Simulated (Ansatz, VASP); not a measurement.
# CdS in VASP and in Ansatz

The input INCAR:

```
SYSTEM = CdS
PREC = Accurate ; ENCUT = 520
EDIFF = 1E-8 ; ISMEAR = -1
SIGMA = 0.01 ; LREAL = .False.
LASPH = .True. ; NELM = 100
ALGO = Normal ; ISIF = 2
LWAVE = .False. ; LCHARG = .False.
GGA = PE ; LEFG = .True.
NBANDS = 26
```

KPOINTS

```
Automatic mesh
0
Gamma
  7 7 4
  0 0 0
```

Contents of POSCAR:

```
CdS
1.0
    4.1347992034      0.0000000000      0.0000000000
   -2.0673996017      3.5808411497      0.0000000000
    0.0000000000      0.0000000000      6.7490000000
Cd S
2 2
Direct
    0.3333333333      0.6666666667      0.0000000000
    0.6666666667      0.3333333333      0.5000000000
    0.3333333333      0.6666666667      0.3850000000
    0.6666666667      0.3333333333      0.8850000000
```

Input for Ansatz:

```yaml
crystal:
  lattice:
    - [4.1347992034, 0.0, 0.0]
    - [-2.0673996017, 3.5808411497, 0.0]
    - [0.0, 0.0, 6.749]
  atoms:
    - { symbol: Cd, position: [0.3333333333, 0.6666666667, 0.0] }
    - { symbol: Cd, position: [0.6666666667, 0.3333333333, 0.5] }
    - { symbol: S, position: [0.3333333333, 0.6666666667, 0.385] }
    - { symbol: S, position: [0.6666666667, 0.3333333333, 0.885] }
kpoints:
  mp_grid: { grid: [7, 7, 4] }
  band_path:
    path:
      - [0.0, 0.0, 0.0]
      - [0.5, 0.0, 0.0]
      - [0.3333333333, 0.3333333333, 0.0]
      - [0.0, 0.0, 0.0]
      - [0.0, 0.0, 0.5]
      - [0.5, 0.0, 0.5]
      - [0.3333333333, 0.3333333333, 0.5]
      - [0.0, 0.0, 0.5]
      - [0.5, 0.0, 0.5]
    npoints: 8
scf:
  occupations: { method: fermi_dirac, width: 0.01 }
hamiltonian:
  xc: pbe
  pseudopotentials: { kind: paw }
output:
  forces: true
  stress: true
  eigenvalues: true
  efg: { contact_densities: true }
  populations: true
  bader: true
  dos: { projected: true, de: 0.2, e_range: [-14, 8] }
```

Alike in both runs: task electric field gradients; functional PBE; k mesh 7 × 7 × 4; occupations fermi-dirac, width 0.01 eV; no spin polarisation.

```csv
,VASP,Ansatz
version,VASP 6.6.1,Ansatz 0.2.0
potentials or method,"VASP PAW PBE potentials, release 64 (Cd, S)","PAW with Ansatz's default frozen-core files, scalar-relativistic"
plane-wave cutoff (eV),520,420
valence electrons in the cell,36,52
```

VASP gave:

- gap on the k mesh at the Fermi level (eV): 1.23
- pressure (GPa): 2.9
- largest component of the traceless stress (GPa): 1.55
- rms of the force components (eV/Å): 0.155
- Vzz of the field gradient on the site that differs most (V/Å²): 35.3

Which values does Ansatz return?

gap on the k mesh at the Fermi level (eV): 1.23; pressure (GPa): 2.5; largest component of the traceless stress (GPa): 1.49; rms of the force components (eV/Å): 0.150; Vzz of the field gradient on the site that differs most (V/Å²): 32.3.

Atom by atom the forces differ by 0.005 eV/Å (rms over components). The functional is the same, so the differences come from potentials, cutoffs and numerics. The two sets of potentials don't hold the same shells in valence. Ansatz warned: «gradients_without_spin_orbit».
